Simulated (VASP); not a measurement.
# TiCo, self-consistent run: which settings are enough?

TiCo, Pm-3m (no. 221), 2 atoms in the cell. LDA; PAW potentials Co, Ti_sv (LDA set). VASP 6.6.1.

Wanted: energy within 0.2 meV/atom; Fermi level within 0.005 eV.

What the run is for: comparing ways to start; Accuracy asked: tight.

POSCAR:
```
TiCo
1.0
    2.9861109900      0.0000000000      0.0000000000
    0.0000000000      2.9861109900      0.0000000000
    0.0000000000      0.0000000000      2.9861109900
Co Ti
1 1
Direct
    0.5000000000      0.5000000000      0.5000000000
    0.0000000000      0.0000000000      0.0000000000
```

## How the run starts (with a second run first, the time holds both)

| How the run starts (with a second run first, the time holds both) | Energy less reference (meV/atom) | Fermi level (eV) | Time (s) |
|---|---|---|---|
| from scratch: 19 SCF iterations | 0.00 | 9.6216 | 16 |
| density of a coarse mesh (ICHARG 1): 16 + 15 SCF iterations | 0.00 | 9.6224 | 17 |
| orbitals of a lower cutoff (ISTART 1): 19 + 7 SCF iterations | 0.00 | 9.6222 | 14 |
| orbitals of a loose run: 12 + 12 SCF iterations | 0.00 | 9.6220 | 16 |

Chosen: orbitals of a lower cutoff (ISTART 1): 19 + 7 SCF iterations; it saves 1.6 s of 16, so from scratch: 19 SCF iterations would do nearly as well.

## All choices together

| Input | Energy less reference (meV/atom) | Fermi level (eV) | Time (s) |
|---|---|---|---|
| chosen settings | 0.00 | 9.6222 | 14 |
| reference settings throughout | 0.00 | 9.6216 | 16 |

The tolerance is met.

## The input

INCAR.step1:
```
ALGO     = Normal         # electronic algorithm
EDIFF    = 1E-6           # SCF threshold, eV
ENCUT    = 280            # plane-wave cutoff, eV
GGA      = CA             # functional
GGA_COMPAT= False        
ISIF     = 2              # what is computed and relaxed
ISMEAR   = 1              # smearing method
ISPIN    = 2              # spin polarisation
LASPH    = True           # aspherical terms in the spheres
LCHARG   = True           # write CHGCAR
LMAXMIX  = 4              # l up to which the mixer works
LORBIT   = 11             # projections on sites
LREAL    = False          # projectors in reciprocal space
LWAVE    = True           # write WAVECAR
MAGMOM   = 2 1            # initial moments
NELM     = 200            # most SCF steps
PREC     = Accurate       # precision mode
SIGMA    = 0.1            # smearing width, eV
```

INCAR.step2, as INCAR.step1 but for:
```
- ENCUT = 280
- LCHARG = True
- LWAVE = True
+ ENCUT = 400
+ ISTART = 1
+ LCHARG = False
+ LWAVE = False
```

KPOINTS:
```
k-points
0
Gamma
  11 11 11
```

Commands (each step's output is kept before the next begins):
```
cat potpaw_LDA.64/Co/POTCAR potpaw_LDA.64/Ti_sv/POTCAR > POTCAR
cp INCAR.step1 INCAR
mpirun -np 1 vasp_std > vasp.out
cp INCAR.step2 INCAR
mpirun -np 1 vasp_std > vasp.out
```

Limits: The moments start parallel; another order may lie lower.

The chosen input took VASP 6.6.1 14 s on 1 core (Intel Xeon 6975P-C (Granite Rapids)), a shared host.

## An input that fails: restart asked without its files

VASP's message: ERROR: charge density could not be read from file CHGCAR for ICHARG>10.

Changes against the starting input:
```
- NELM = 200
+ NELM = 60
+ ICHARG = 11
```
